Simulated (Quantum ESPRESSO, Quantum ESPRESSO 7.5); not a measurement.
## AlN, rock salt type, strained in the (001) plane, stepped through biaxial strain in the plane

Aim: how the results for AlN, rock salt type, strained in the (001) plane change with biaxial strain in the plane.

Main program and level: Quantum ESPRESSO 7.5; plane-wave DFT, PBE, GBRV ultrasoft pseudopotentials.

Most raw output is cut from this account.

The structure was built from a prototype and need not be the compound's stable phase.

### Step 1. The structure

It takes space group Fm-3m (No. 225, cubic). The conventional cell has a = 4.070 Å, b = 4.070 Å, c = 4.070 Å, α = 90.00°, β = 90.00°, γ = 90.00°. Nearest to Al lie 6 N at 2.04 Å. Nearest to N lie 6 Al at 2.04 Å. Farther neighbours and most contacts between anions are not listed.

Set-up: The cubic cell is relaxed first; each member is held at its strain in the plane while the axis along [001] relaxes. pwcond (ikind = 0) gives the complex bands along [001] at three points across. Fixed occupations.

Members -2, -1, 0, 1 and 2 took the same steps and show in the table alone.

### Step 2. Relaxing cell and ions of the reference

The bulk crystal is relaxed in cell and atoms; the members are built on its lattice constants.

ref.vc.in

```
&control
  prefix = 'ref.vc'
  outdir = './out'
  pseudo_dir = './pseudo'
  nstep = 40
  forc_conv_thr = 0.001
  calculation = 'vc-relax'
/
&system
  ibrav = 0
  nat = 4
  ntyp = 2
  ecutwfc = 50
  ecutrho = 250
  occupations = 'fixed'
/
&electrons
  conv_thr = 1e-10
  mixing_beta = 0.6
  electron_maxstep = 120
/
&ions
/
&cell
  press_conv_thr = 0.2
/
ATOMIC_SPECIES
  Al  26.9815  al_pbe_v1.uspp.F.UPF
  N   14.0070  n_pbe_v1.2.uspp.F.UPF
CELL_PARAMETERS angstrom
  2.87792459942925 0.00000000000000 0.00000000000000
  0.00000000000000 2.87792459942925 0.00000000000000
  0.00000000000000 0.00000000000000 4.07000000000000
ATOMIC_POSITIONS crystal
  Al  0.000000000000 0.000000000000 0.000000000000
  N   0.500000000000 0.500000000000 0.000000000000
  Al  0.500000000000 0.500000000000 0.500000000000
  N   0.000000000000 0.000000000000 0.500000000000
K_POINTS automatic
  8 8 6 0 0 0
```

Command:

```console
> OMP_NUM_THREADS=1 mpirun -n 4 pw.x -nk 4 -in ref.vc.in > ref.vc.out
```

Elapsed: 24 s, on 4 MPI ranks of Arm Neoverse N1, shared host; peak memory 0.23 GiB; 96 s of CPU time.

Step by step:

```
step  energy less that of the first step (eV)  largest force (eV/Å)  volume (Å³)
   1                                   0.0000                0.0000        33.71
   2                                  -0.0004                0.0000        33.89
   3                                  -0.0004                0.0000        33.85
   4                                  -0.0006                0.0000        33.85
```

```
conventional cell, symmetrised  before  after  change
                         a (Å)   4.070  4.076  +0.1 %
                         b (Å)   4.070  4.076  +0.1 %
                         c (Å)   4.070  4.076  +0.1 %
              volume (Å³/atom)    8.43   8.46  +0.4 %
```

The relaxed structure:

```xyz
4
Lattice="2.8819 0.0000 0.0000 0.0000 2.8819 0.0000 0.0000 0.0000 4.0755" Properties=species:S:1:pos:R:3 pbc="T T T"
Al    0.0000    0.0000    0.0000
N     1.4410    1.4410    0.0000
Al    1.4410    1.4410    2.0377
N     0.0000    0.0000    2.0377
```

 The last row is no step: it is a fresh SCF in the final cell with a new plane-wave basis, -0 meV from the row before.

Numbers from this step:

* free energy: -735.3832 eV
* valence top, on the run's zero: 10.85 eV

### Step 3. Variable-cell relaxation, -4 %

What the set-up leaves free in this member is relaxed.

m0.relax.in is the input of step 2 with these lines changed:

```diff
@@ -1,3 +1,3 @@
 &control
-  prefix = 'ref.vc'
+  prefix = 'm0.relax'
   outdir = './out'
@@ -24,3 +24,4 @@
 &cell
-  press_conv_thr = 0.2
+  cell_dofree = 'z'
+  press_conv_thr = 0.3
 /
@@ -30,5 +31,5 @@
 CELL_PARAMETERS angstrom
-  2.87792459942925 0.00000000000000 0.00000000000000
-  0.00000000000000 2.87792459942925 0.00000000000000
-  0.00000000000000 0.00000000000000 4.07000000000000
+  2.76662474208000 0.00000000000000 0.00000000000000
+  0.00000000000000 2.76662474208000 0.00000000000000
+  0.00000000000000 0.00000000000000 4.07545141600000
 ATOMIC_POSITIONS crystal
```

Command:

```console
> OMP_NUM_THREADS=1 mpirun -n 4 pw.x -nk 4 -in m0.relax.in > m0.relax.out
```

It took 26 s on 4 MPI ranks; peak memory 0.23 GiB; 1.7 min of CPU time.

The steps of the relaxation:

```
step  energy less that of the first step (eV)  largest force (eV/Å)  volume (Å³)
   1                                   0.0000                0.0000        31.19
   2                                  -0.0431                0.0000        31.96
   3                                  -0.0474                0.0000        32.26
   4                                  -0.0475                0.0000        32.32
   5                                  -0.0475                0.0000        32.33
   6                                  -0.0487                0.0000        32.33
```

```
conventional cell, symmetrised  before  after  change
                         a (Å)   2.767  2.767  -0.0 %
                         b (Å)   2.767  2.767  -0.0 %
                         c (Å)   4.075  4.223  +3.6 %
              volume (Å³/atom)    7.80   8.08  +3.6 %
```

 The last row is no step: it is a fresh SCF in the final cell with a new plane-wave basis, -1 meV from the row before.

This step gave:

```
free energy                    : -735.2005 eV
valence top, on the run's zero : 11.78 eV
```

### Step 4. Self-consistent run, -4 %

The self-consistent run of this member.

m0.scf.in

```
&control
  prefix = 'm0.scf'
  outdir = './out'
  pseudo_dir = './pseudo'
  calculation = 'scf'
  tprnfor = .true.
/
&system
  ibrav = 0
  nat = 4
  ntyp = 2
  ecutwfc = 40
  ecutrho = 200
  occupations = 'fixed'
  nbnd = 12
/
&electrons
  conv_thr = 1e-09
  mixing_beta = 0.6
  electron_maxstep = 120
/
ATOMIC_SPECIES
  Al  26.9815  al_pbe_v1.uspp.F.UPF
  N   14.0070  n_pbe_v1.2.uspp.F.UPF
CELL_PARAMETERS angstrom
  2.76662474200000 0.00000000000000 0.00000000000000
  0.00000000000000 2.76662474200000 0.00000000000000
  0.00000000000000 0.00000000000000 4.22347886900000
ATOMIC_POSITIONS crystal
  Al  0.000000000000 0.000000000000 0.000000000000
  N   0.500000000000 0.500000000000 0.000000000000
  Al  0.500000000000 0.500000000000 0.500000000000
  N   0.000000000000 0.000000000000 0.500000000000
K_POINTS automatic
  8 8 6 0 0 0
```

Command:

```console
> OMP_NUM_THREADS=1 mpirun -n 4 pw.x -nk 4 -in m0.scf.in > m0.scf.out
```

Run time: 5.8 s. Hardware: 4 MPI ranks; peak memory 0.2 GiB.

This step gave:

| Property | Result |
| --- | --- |
| free energy | -735.1960 eV |
| conduction bottom, on the run's zero | 16.08 eV |
| gap by band count | 4.293 eV |

### Step 5. Complex bands with pwcond.x, -4 %

pwcond with ikind = 0 solves for the decaying states at each energy.

m0.cbs.in

```
&inputcond
  outdir = './out'
  prefixl = 'm0.scf'
  band_file = 'm0.cbs'
  ikind = 0
  ewind = 4.0
  epsproj = 1e-05
  nz1 = 7
  energy0 = 7.05
  denergy = -0.15
/
3
  0.00000000 0.00000000 1.00000000
  0.50000000 0.00000000 1.00000000
  0.50000000 0.50000000 1.00000000
55
```

Command:

```console
> OMP_NUM_THREADS=1 mpirun -n 4 pwcond.x -in m0.cbs.in > m0.cbs.out
```

Wall time 29 s (4 MPI ranks); peak memory 0.18 GiB; 2 min of CPU time.

K across = (0, 0) in the cell's reciprocal vectors; values within 0.0025 1/Å of each other count once, columns are sorted by size at each energy, a dash where no further value was kept. The Im kz of the slowest decaying states by energy, zero at the highest filled level of the SCF mesh:

```
energy (eV)  decay 1 (Å⁻¹)  decay 2 (Å⁻¹)  decay 3 (Å⁻¹)
      -1.05           1.03           1.35           2.38
      -0.75           1.01           1.32           2.36
      -0.45           0.08          0.982           1.28
      -0.15          0.292          0.955           1.25
       0.00          0.019          0.347          0.941
       0.30          0.145          0.429          0.913
       0.60          0.198           0.49          0.884
       0.90          0.235          0.537          0.854
       1.20          0.262          0.575          0.823
       1.50          0.283          0.606          0.791
       1.80          0.298          0.632          0.758
       1.95          0.304          0.643           0.74
       2.25          0.313          0.663          0.705
       2.55          0.318          0.667          0.679
       2.85           0.32          0.627          0.693
       3.15          0.317          0.585          0.703
       3.45          0.312          0.538          0.712
       3.75          0.301          0.487          0.706
       4.05          0.287           0.43          0.645
       4.20          0.278          0.399          0.612
       4.50          0.255          0.326          0.539
       4.80          0.225           0.23          0.455
       5.10          0.182          0.351          0.726
       5.40          0.116          0.197          0.724
       5.70           0.72           1.94           1.98
       6.00          0.715           1.92           1.96
       6.15          0.712           1.91           1.95
       6.45          0.706           1.89           1.93
       6.75          0.698           1.87           1.91
       7.05          0.688           1.84           1.90
```

K across = (1/2, 0) in the cell's reciprocal vectors; values within 0.0025 1/Å of each other count once, columns are sorted by size at each energy, a dash where no further value was kept. The Im kz of the slowest decaying states by energy, zero at the highest filled level of the SCF mesh:

```
energy (eV)  decay 1 (Å⁻¹)  decay 2 (Å⁻¹)  decay 3 (Å⁻¹)
      -1.05          0.204          0.748           1.59
      -0.90          0.228          0.878           1.58
      -0.60          0.266           1.01              -
      -0.45          0.282           1.05           1.54
      -0.15          0.309           1.10           1.51
       0.00          0.321           1.12            1.5
       0.30           0.34           1.15           1.47
       0.45          0.348           1.16           1.46
       0.75          0.362           1.18           1.43
       0.90          0.367           1.18           1.42
       1.20          0.376           1.19           1.39
       1.35           0.38           1.20           1.38
       1.65          0.384           1.20              -
       1.80          0.386           1.20           1.34
       1.95          0.387           1.20           1.32
       2.25          0.387           1.20           1.29
       2.40          0.386           1.19           1.28
       2.70          0.382           1.19           1.25
       2.85          0.379           1.18           1.24
       3.15          0.371           1.18           1.21
       3.30          0.366           1.17           1.19
       3.60          0.353           1.16           2.65
       3.75          0.346           1.15           1.15
       4.05          0.328           1.11           1.14
       4.20          0.318           1.10           1.14
       4.35          0.307           1.08           1.13
       4.65           0.28           1.05           1.11
       4.80          0.264           1.03           1.10
       5.10          0.225          0.997           1.09
       5.25            0.2           0.98           1.08
       5.55          0.134          0.943           1.06
       5.70          0.077          0.925           1.05
       6.00          0.887           1.03           2.57
       6.15          0.867           1.02           2.57
       6.45          0.827              1           2.56
       6.60          0.805          0.989           2.55
       6.90          0.761          0.966           2.54
       7.05          0.738          0.953           2.54
```

K across = (1/2, 1/2) in the cell's reciprocal vectors; values within 0.0025 1/Å of each other count once, columns are sorted by size at each energy, a dash where no further value was kept. The Im kz of the slowest decaying states by energy, zero at the highest filled level of the SCF mesh:

```
energy (eV)  decay 1 (Å⁻¹)  decay 2 (Å⁻¹)  decay 3 (Å⁻¹)
      -1.05          0.432           2.88           2.95
      -0.90          0.436           2.87           2.94
      -0.60          0.441          0.447           2.86
      -0.45          0.443          0.451           2.85
      -0.15          0.444          0.454           2.84
       0.00          0.445          0.455           2.83
       0.30          0.443          0.454           2.82
       0.45          0.442          0.453           2.81
       0.75          0.437          0.448           2.80
       0.90          0.434          0.444           2.79
       1.20          0.427          0.435           2.78
       1.35          0.423          0.429           2.77
       1.65          0.413          0.417           2.76
       1.80          0.407           2.75              -
       1.95            0.4           2.75           2.76
       2.25          0.382          0.386           2.73
       2.40          0.371          0.378           2.73
       2.70          0.347           0.36           2.71
       2.85          0.333           0.35           2.71
       3.15          0.302          0.327           2.69
       3.30          0.284          0.315           2.68
       3.60          0.241          0.287           2.66
       3.75          0.215          0.271           2.65
       4.05          0.146          0.234           2.63
       4.20          0.091          0.212           2.62
       4.35          0.187           2.61           2.64
       4.65          0.118           2.60           2.63
       4.80          0.056           2.59           2.62
       5.10           2.57           2.61           2.65
       5.25           2.56           2.60           2.64
       5.55           2.54           2.58           2.62
       5.70           2.53           2.58           2.62
       6.00           2.51           2.56           2.60
       6.15           2.50           2.56           2.59
       6.45           2.48           2.54           2.58
       6.60           2.48           2.54           2.57
       6.90           2.46           2.52           2.55
       7.05           2.45           2.51           2.54
```

### Step 6. Variable-cell relaxation, -3 %

m1.relax.in

```
&control
  prefix = 'm1.relax'
  outdir = './out'
  pseudo_dir = './pseudo'
  nstep = 40
  forc_conv_thr = 0.001
  calculation = 'vc-relax'
/
&system
  ibrav = 0
  nat = 4
  ntyp = 2
  ecutwfc = 50
  ecutrho = 250
  occupations = 'fixed'
/
&electrons
  conv_thr = 1e-10
  mixing_beta = 0.6
  electron_maxstep = 120
/
&ions
/
&cell
  cell_dofree = 'z'
  press_conv_thr = 0.3
/
ATOMIC_SPECIES
  Al  26.9815  al_pbe_v1.uspp.F.UPF
  N   14.0070  n_pbe_v1.2.uspp.F.UPF
CELL_PARAMETERS angstrom
  2.79544374981000 0.00000000000000 0.00000000000000
  0.00000000000000 2.79544374981000 0.00000000000000
  0.00000000000000 0.00000000000000 4.07545141600000
ATOMIC_POSITIONS crystal
  Al  0.000000000000 0.000000000000 0.000000000000
  N   0.500000000000 0.500000000000 0.000000000000
  Al  0.500000000000 0.500000000000 0.500000000000
  N   0.000000000000 0.000000000000 0.500000000000
K_POINTS automatic
  8 8 6 0 0 0
```

Command:

```console
> OMP_NUM_THREADS=1 mpirun -n 4 pw.x -nk 4 -in m1.relax.in > m1.relax.out
```

Run time: 25 s. Hardware: 4 MPI ranks; peak memory 0.23 GiB; 98 s of CPU time.

The steps of the relaxation:

```
step  energy less that of the first step (eV)  largest force (eV/Å)  volume (Å³)
   1                                   0.0000                0.0000        31.85
   2                                  -0.0239                0.0000        32.42
   3                                  -0.0263                0.0000        32.65
   4                                  -0.0263                0.0000        32.68
   5                                  -0.0271                0.0000        32.68
```

```
conventional cell, symmetrised  before  after  change
                         a (Å)   2.795  2.795  +0.0 %
                         b (Å)   2.795  2.795  +0.0 %
                         c (Å)   4.075  4.182  +2.6 %
              volume (Å³/atom)    7.96   8.17  +2.6 %
```

The relaxed structure:

```xyz
4
Lattice="2.7954 0.0000 0.0000 0.0000 2.7954 0.0000 0.0000 0.0000 4.1823" Properties=species:S:1:pos:R:3 pbc="T T T"
Al    0.0000    0.0000    0.0000
N     1.3977    1.3977    0.0000
Al    1.3977    1.3977    2.0912
N     0.0000    0.0000    2.0912
```

 The last row is no step: it is a fresh SCF in the final cell with a new plane-wave basis, -1 meV from the row before.

Numbers from this step:

| Item | Value |
| --- | --- |
| free energy | -735.2843 eV |
| valence top, on the run's zero | 11.57 eV |

### Step 7. SCF with pw.x, -3 %

m1.scf.in

```
&control
  prefix = 'm1.scf'
  outdir = './out'
  pseudo_dir = './pseudo'
  calculation = 'scf'
  tprnfor = .true.
/
&system
  ibrav = 0
  nat = 4
  ntyp = 2
  ecutwfc = 40
  ecutrho = 200
  occupations = 'fixed'
  nbnd = 12
/
&electrons
  conv_thr = 1e-09
  mixing_beta = 0.6
  electron_maxstep = 120
/
ATOMIC_SPECIES
  Al  26.9815  al_pbe_v1.uspp.F.UPF
  N   14.0070  n_pbe_v1.2.uspp.F.UPF
CELL_PARAMETERS angstrom
  2.79544375000000 0.00000000000000 0.00000000000000
  0.00000000000000 2.79544375000000 0.00000000000000
  0.00000000000000 0.00000000000000 4.18234460800000
ATOMIC_POSITIONS crystal
  Al  0.000000000000 0.000000000000 0.000000000000
  N   0.500000000000 0.500000000000 0.000000000000
  Al  0.500000000000 0.500000000000 0.500000000000
  N   0.000000000000 0.000000000000 0.500000000000
K_POINTS automatic
  8 8 6 0 0 0
```

Command:

```console
> OMP_NUM_THREADS=1 mpirun -n 4 pw.x -nk 4 -in m1.scf.in > m1.scf.out
```

The job ended after 5.3 s (4 MPI ranks; peak memory 0.2 GiB).

Read from the output:

```
free energy                          : -735.2800 eV
conduction bottom, on the run's zero : 15.86 eV
gap by band count                    : 4.285 eV
```

### Step 8. Complex band structure, -3 %

m1.cbs.in is the input of step 5 with these lines changed:

```diff
@@ -2,4 +2,4 @@
   outdir = './out'
-  prefixl = 'm0.scf'
-  band_file = 'm0.cbs'
+  prefixl = 'm1.scf'
+  band_file = 'm1.cbs'
   ikind = 0
```

Command:

```console
> OMP_NUM_THREADS=1 mpirun -n 4 pwcond.x -in m1.cbs.in > m1.cbs.out
```

Elapsed: 30 s, on 4 MPI ranks; peak memory 0.18 GiB.

K across = (0, 0) in the cell's reciprocal vectors; values within 0.0025 1/Å of each other count once, columns are sorted by size at each energy, a dash where no further value was kept. Im kz of the slowest decaying states against energy, zero at the highest filled level of the SCF mesh:

```
energy (eV)  decay 1 (Å⁻¹)  decay 2 (Å⁻¹)  decay 3 (Å⁻¹)
      -1.05           0.99           1.34           2.35
      -0.90          0.978           1.32           2.34
      -0.60          0.951           1.29           2.32
      -0.45          0.938           1.27           2.31
      -0.15          0.238          0.911           1.24
       0.00          0.019          0.304          0.897
       0.30          0.148          0.396          0.869
       0.45          0.178          0.431          0.854
       0.75          0.223          0.489          0.825
       0.90           0.24          0.512           0.81
       1.20          0.268          0.553          0.779
       1.35          0.279           0.57          0.763
       1.65          0.297            0.6           0.73
       1.80          0.304          0.613          0.713
       1.95           0.31          0.625          0.696
       2.25          0.319          0.646           0.66
       2.40          0.322          0.641          0.655
       2.70          0.325          0.601          0.671
       2.85          0.325           0.58          0.677
       3.15          0.322          0.536          0.689
       3.30           0.32          0.512          0.694
       3.60          0.311          0.461          0.702
       3.75          0.305          0.433          0.692
       4.05           0.29          0.371          0.629
       4.20           0.28          0.335          0.595
       4.35          0.269          0.295          0.559
       4.65          0.189          0.241          0.479
       4.80            0.1          0.224          0.434
       5.10          0.178          0.323          0.715
       5.25          0.147           0.25          0.715
       5.55          0.712           1.92           1.95
       5.70           0.71           1.91           1.94
       6.00          0.706           1.89           1.92
       6.15          0.703           1.88           1.91
       6.45          0.696           1.86           1.90
       6.60          0.693           1.84           1.89
       6.90          0.684           1.82           1.87
       7.05           0.68           1.81           1.86
```

(Part 1 of 2 ends here.)

[Logs are printed without paths, hosts, clocks, repeated set-up lines and the standing remarks that a program may print on its own settings, such as how far it seeks lower states.]

[Hosts, paths, dates, database ids (printed as entryN), source tags and the programs' standing remarks are cut or masked in the printed files.]

[Maps of the electrostatic potential energy from Ansatz leave out the sawtooth potential of an applied field or a dipole correction, so their vacuum need not be flat; planar profiles and work functions include it.]
